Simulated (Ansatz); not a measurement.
# SnSe: the cost of one run

Method: DFT PBE+D3(BJ), scalar-relativistic, plane waves, PAW, in Ansatz 0.2.0.

## Step 1: The structure to begin with

The structure is tetragonal, space group P4/nmm (No. 129). Conventional cell: a = 4.285 Å, b = 4.285 Å, c = 10.991 Å, α = 90.00°, β = 90.00°, γ = 90.00°. Sn (site symmetry 4mm) is surrounded by 5 Se at 2.68 to 3.03 Å. Around Se (site symmetry 4mm) lie 5 Sn at 2.68 to 3.03 Å.

As a file:

```
CELL_PARAMETERS angstrom
0.00000 8.57065 0.00000
-8.57065 0.00000 0.00000
0.00000 0.00000 10.99069
ATOMIC_POSITIONS crystal
Sn 0.00000 0.25000 0.37223
Sn 0.50000 0.25000 0.37223
Sn 0.00000 0.75000 0.37223
Sn 0.50000 0.75000 0.37223
Sn 0.25000 0.50000 0.62777
Sn 0.75000 0.50000 0.62777
Sn 0.25000 0.00000 0.62777
Sn 0.75000 0.00000 0.62777
Se 0.00000 0.25000 0.61604
Se 0.50000 0.25000 0.61604
Se 0.00000 0.75000 0.61604
Se 0.50000 0.75000 0.61604
Se 0.25000 0.50000 0.38396
Se 0.75000 0.50000 0.38396
Se 0.25000 0.00000 0.38396
Se 0.75000 0.00000 0.38396
```

It goes back to an entry of the Materials Project, which need not be the stable form.

The cell is taken as given, not relaxed at this level.

## Step 2: Reference: the perfect supercell

The input, input.yaml:

```yaml
crystal:
  lattice:
    - [0.0, 8.5706548382, 0.0]
    - [-8.5706548382, 0.0, 0.0]
    - [0.0, 0.0, 10.99069213]
  atoms:
    - { symbol: Sn, position: [0.0, 0.25, 0.37222911] }
    - { symbol: Sn, position: [0.5, 0.25, 0.37222911] }
    - { symbol: Sn, position: [0.0, 0.75, 0.37222911] }
    - { symbol: Sn, position: [0.5, 0.75, 0.37222911] }
    - { symbol: Sn, position: [0.25, 0.5, 0.62777089] }
    - { symbol: Sn, position: [0.75, 0.5, 0.62777089] }
    - { symbol: Sn, position: [0.25, 0.0, 0.62777089] }
    - { symbol: Sn, position: [0.75, 0.0, 0.62777089] }
    - { symbol: Se, position: [0.0, 0.25, 0.61603949] }
    - { symbol: Se, position: [0.5, 0.25, 0.61603949] }
    - { symbol: Se, position: [0.0, 0.75, 0.61603949] }
    - { symbol: Se, position: [0.5, 0.75, 0.61603949] }
    - { symbol: Se, position: [0.25, 0.5, 0.38396051] }
    - { symbol: Se, position: [0.75, 0.5, 0.38396051] }
    - { symbol: Se, position: [0.25, 0.0, 0.38396051] }
    - { symbol: Se, position: [0.75, 0.0, 0.38396051] }
  symmetry: { detect: false }
basis:
  ecutwfc: 420
kpoints:
  mp_grid: { grid: [2, 2, 1], shift: [0.5, 0.5, 0.0] }
hamiltonian:
  xc: pbe
  dispersion: d3bj
scf:
  occupations: { method: gaussian, width: 0.1 }
output:
  forces: true
  stress: true
  eigenvalues: true
```

Run with:

```sh
> ansatz run input.yaml --threads 4 --pin off --max-ram 5120MiB --backend cpu --events-out ev --progress --plain --runs-dir out
```

**Question.** How long does this run take on 4 threads of Intel Xeon 6975P-C (Granite Rapids), shared host, and how much memory does it need?

About 3.7 s, with a peak of 1.5 GiB.
